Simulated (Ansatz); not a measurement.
## La: energy above lowest point and pressure against volume per atom

All results are calculated (Ansatz 0.2.0 development build). Equation of state of a cubic crystal from periodic Kohn-Sham density functional theory without spin; pressure corrected for the finite basis.

Cell of the first row (space group Im-3m, No. 229):
```
CELL_PARAMETERS angstrom
-2.07120 2.07120 2.07120
2.07120 -2.07120 2.07120
2.07120 2.07120 -2.07120
ATOMIC_POSITIONS crystal
La 0.00000 0.00000 0.00000
```

Settings of every row: formula La; structure type bcc; functional PBE; spin treatment none; k mesh 18x18x18; occupation method fermi-dirac; occupation width 0.061225619 eV; wave cutoff 420 eV; datasets soft-1 PAW; density cutoff ratio 4.

Limits: a cubic model structure, not a phase known at ambient conditions; modest k-mesh, values are not fully converged in k.

```
row  volume per atom (Å³)  energy above lowest point (meV/atom)  pressure (GPa)
  1                35.543                                 11.98           1.764
  2                36.299                                  5.17            1.13
  3                37.055                                  1.24            0.54
  4                37.812                                     0          -0.008
  5                38.568                                     ?               ?
  6                39.324                                  4.82          -0.988
  7                 40.08                                 10.53          -1.425
```

Question: what energy above lowest point and pressure should row 5 give?

Worked fit of energy above lowest point. Take u = (V_r/V)^(2/3) − 1 with V_r = 37.433 Å³ an atom, which is twice the finite (Eulerian) strain; such expansions in the strain, on which the Birch-Murnaghan equation of state is built, carry the rest volume and the bulk modulus. The shown rows have u = 0.03514, 0.02072, 0.00679, -0.00669, -0.03232, -0.04453. Least squares give energy above lowest point = 0.298 + 91.61 × u + 7014.5 × u² − 4564 × u³ meV/atom; a parabola predicts inner rows, each left out in turn, worse (root mean square 0.086 against 0.0042 meV/atom). All shown rows lie on it to the printed digit. Its lowest point lies at u = -0.0065, or V = 37.8 Å³ an atom, and the curvature there gives the bulk modulus at fixed shape and fractions, B = (4/9)(1 + u)² E″(u)/V = 26.4 GPa. The withheld row has u = -0.01972, so the fit gives 0.298 + 91.61 × (-0.01972) + 7014.5 × (-0.01972)² − 4564 × (-0.01972)³ = 1.25 meV/atom.

The calculation gave 1.25 meV/atom. The fit meets it to the printed digit.

Worked fit of pressure. Take u = (V_r/V)^(2/3) − 1 with V_r = 37.433 Å³ an atom, which is twice the finite (Eulerian) strain; such expansions in the strain, on which the Birch-Murnaghan equation of state is built, carry the rest volume and the bulk modulus. The shown rows have u = 0.03514, 0.02072, 0.00679, -0.00669, -0.03232, -0.04453. Least squares give pressure = 0.2613 + 40.672 × u + 61.08 × u² − 42 × u³ GPa; a parabola predicts inner rows, each left out in turn, worse (root mean square 0.0008 against 0.00029 GPa). All shown rows lie on it to the printed digit. The pressure vanishes at u = -0.0065, or V = 37.8 Å³ an atom, and there the bulk modulus at fixed shape and fractions is B = −V dP/dV = (2/3)(1 + u) dP/du = 26.4 GPa. The withheld row has u = -0.01972, so the fit gives 0.2613 + 40.672 × (-0.01972) + 61.08 × (-0.01972)² − 42 × (-0.01972)³ = -0.517 GPa.

The calculation gave -0.517 GPa. The fit meets it to the printed digit.
